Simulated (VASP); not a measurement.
# MgB2: relaxation of cell and atoms with PBEsol

MgB2:

```
Mg B
1.0
     3.06115    0.00000    0.00000
    -1.53058    2.65103    0.00000
     0.00000    0.00000    3.50711
Mg B
1 2
Direct
  0.00000 0.00000 0.00000
  0.33333 0.66667 0.50000
  0.66667 0.33333 0.50000
```

```
Program                : VASP 6.6.1
Task                   : relaxation of cell and atoms
Functional             : PBEsol
Potentials or basis    : VASP PAW PBE potentials, release 64 (Mg, B)
Cutoff                 : 600 eV
k mesh                 : 15 × 15 × 10
Occupations            : methfessel-paxton, width 0.1 eV
Spin                   : no spin polarisation
Further INCAR settings : ALGO = Normal; EDIFF = 1e-07; IBRION = 2; EDIFFG = -0.005; NSW = 90; ISIF = 3
```

| Item | Value |
| --- | --- |
| Relaxed volume | 9.48 Å³/atom |
| Relaxed cell | a = 3.061 Å, b = 3.061 Å, c = 3.506 Å, α = 90.00°, β = 90.00°, γ = 120.00° |
| Space group after relaxing (to 0.05 Å) | P6/mmm (No. 191) |
| Energy gained by relaxing | 0.0 meV/atom |
| Ionic steps | 2 |
| Pressure after relaxing | 0.0 GPa |
| Band gap on the k mesh | none (metal or under the smearing width) |

Final structure:
```
Mg B
1.0
     3.06058    0.00000    0.00000
    -1.53029    2.65054    0.00000
     0.00000    0.00000    3.50589
Mg B
1 2
Direct
  0.00000 0.00000 0.00000
  0.33333 0.66667 0.50000
  0.66667 0.33333 0.50000
```

Levels at points of the mesh, in eV from the Fermi level:
```csv
k point,band 1,band 2,band 3,band 4,band 5,band 6,band 7,band 8
"(0.00, 0.00, 0.00)",-12.49,-2.96,0.44,0.44,1.68,6.44,6.44,8.44
"(0.00, 0.00, 0.50)",-11.19,-7.50,0.83,0.83,6.76,6.76,8.16,10.09
```

It took 14 s on 2 MPI ranks on AMD EPYC 9R45 (Zen 5) (shared host), peak memory 0.15 GiB a rank.

Caveat: the PAW data sets were made with another functional, which shifts forces and pressure a little.
